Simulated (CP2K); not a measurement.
BAs: band structure with LDA

BAs:

```
As B
1.0
     3.37785    0.00000    0.00000
     1.68892    2.92530    0.00000
     1.68892    0.97510    2.75800
As B
1 1
Direct
  0.75000 0.75000 0.75000
  0.00000 0.00000 0.00000
```

* Program: CP2K 2026.2
* Task: band structure
* Functional: LDA
* Potentials or basis: GTH_POTENTIALS As GTH-PADE-q5, B GTH-PADE-q3; TZVP-MOLOPT-PBE-GTH basis
* Density cutoff: 6123 eV
* k mesh: 10 × 10 × 10
* Occupations: fermi-dirac, width 0.05 eV
* Spin: no spin polarisation
* SCF solver: diagonalisation with k points
* Quickstep method: GPW
* EPS_DEFAULT: 1.0E-10
* EPS_SCF: 1.0E-6
* MAX_SCF: 100
* SCF_GUESS: ATOMIC
* k points reduced by the point group: yes
* Mesh centred on Gamma: yes
* CHOLESKY: OFF
* EPS_EIGVAL: 1.0E-7
* MIXING METHOD: BROYDEN_MIXING
* MIXING ALPHA: 0.4
* NBUFFER: 8
* NGRIDS: 5
* Basis sets: As TZVP-MOLOPT-PBE-GTH-q5, B TZVP-MOLOPT-PBE-GTH-q3
* Potentials: As GTH-PADE-q5 of GTH_POTENTIALS, B GTH-PADE-q3 of GTH_POTENTIALS
* ADDED_MOS: [10]
* Points a segment of the path (NPOINTS): 10
* Bands added on the path: 6
* REL_CUTOFF (Ry): 60 Ry
* MIXING BETA (1/bohr): 1.5 1/bohr
* CUTOFF of the grids: 450 Ry

```yaml
Pressure: -4.1 GPa
Band_gap_on_the_k_mesh: 1.19 eV, indirect (least direct gap 3.34 eV)
Band_gap_along_the_path: 1.19 eV, indirect (least direct gap 3.34 eV)
Mulliken_charges: As +0.56; B -0.56 e
```

Levels at the corners of the path, in eV from the valence-band top:
```
point  band 1  band 2  band 3  band 4  band 5  band 6  band 7  band 8  band 9
    Γ  -15.35    0.00    0.00    0.00    3.34    3.34    3.34    4.95   11.05
    X  -11.24   -8.39   -4.02   -4.02    1.41    1.50   11.36   11.36   12.88
    W  -11.08   -7.91   -5.45   -5.18    5.31    6.01    6.81    7.29   12.29
    K  -11.28   -8.01   -5.92   -3.43    2.06    5.65    9.34    9.83   10.68
    Γ  -15.35    0.00    0.00    0.00    3.34    3.34    3.34    4.95   11.05
    L  -12.51   -8.71   -1.77   -1.77    2.75    4.84    4.84   10.12   14.69
    U  -11.28   -8.01   -5.92   -3.43    2.06    5.65    9.34    9.83   10.68
    W  -11.08   -7.91   -5.45   -5.18    5.31    6.01    6.81    7.29   12.29
    L  -12.51   -8.71   -1.77   -1.77    2.75    4.84    4.84   10.12   14.69
    K  -11.28   -8.01   -5.92   -3.43    2.06    5.65    9.34    9.83   10.68
    U  -11.28   -8.01   -5.92   -3.43    2.06    5.65    9.34    9.83   10.68
    X  -11.24   -8.39   -4.02   -4.02    1.41    1.50   11.36   11.36   12.88
```

It took 23 s on 1 thread of Arm Neoverse V2, on a shared host, peak memory 0.23 GiB.

Caveat: Mulliken charges move with the basis; the basis of atomic orbitals isn't converged, which shifts pressures, moduli and gaps. As with any semilocal functional, this LDA gap is likely too small.
